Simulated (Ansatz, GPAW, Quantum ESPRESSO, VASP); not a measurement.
HfC: 4 runs at one level of theory

```
Hf C
1.0
     0.00000    2.32500    2.32500
     2.32500    0.00000    2.32500
     2.32500    2.32500    0.00000
Hf C
1 1
Cartesian
  2.3250 2.3250 2.3250
  0.0000 0.0000 0.0000
```

Alike in all runs: task band structure; functional PBE; k mesh 10 × 10 × 10; occupations fermi-dirac, width 0.05 eV; no spin polarisation; no spin-orbit coupling. Pressure is positive in compression and, in plane waves, holds the error of the finite cutoff.

```csv
program and potentials,plane-wave cutoff (eV),notes,pressure (GPa)
"GPAW, GPAW PAW data sets (gpaw-data 1.2.1)",800,8 valence electrons an atom on average,1.31
"Ansatz, all-electron LAPW, scalar-relativistic",-,-,0.28
"VASP, PBE PAW files C, Hf_pv, 520 eV",520,7 valence electrons an atom on average,-0.41
"Quantum ESPRESSO, PseudoDojo 0.4.1 SR PBE standard",1116,8 valence electrons an atom on average,0.40
```

The pressure spans -0.41 (VASP, PBE PAW files C, Hf_pv, 520 eV) to 1.31 GPa (GPAW, GPAW PAW data sets (gpaw-data 1.2.1)), with all-electron results at 0.28.

Differences between rows come from potentials, basis sets and numerical settings, since the functional is the same but for its coding. Runs on potential files found faulty are left out.

All four runs place this cell close to the PBE equilibrium volume of rock-salt HfC. The all-electron value of 0.28 GPa implies very slight compression, and Quantum ESPRESSO nearly matches it at 0.40 GPa. VASP alone gives a negative pressure, so the runs disagree on whether the relaxed cell would be slightly larger or smaller. In lattice parameter that disagreement is minor, because HfC is very stiff: strong covalent overlap of Hf 5d with C 2p states, with the bonding states filled and the antibonding ones largely empty, makes pressure climb steeply with small changes in volume.

The number of valence electrons does not account for the spread, as GPAW and Quantum ESPRESSO treat equally many and still differ more than Quantum ESPRESSO and VASP do. An incomplete plane-wave basis usually lowers the computed pressure, which may contribute to the VASP value but would not explain the high GPAW one. Pressure at a single volume yields neither the bulk modulus nor a test of PBE against the measured lattice parameter.
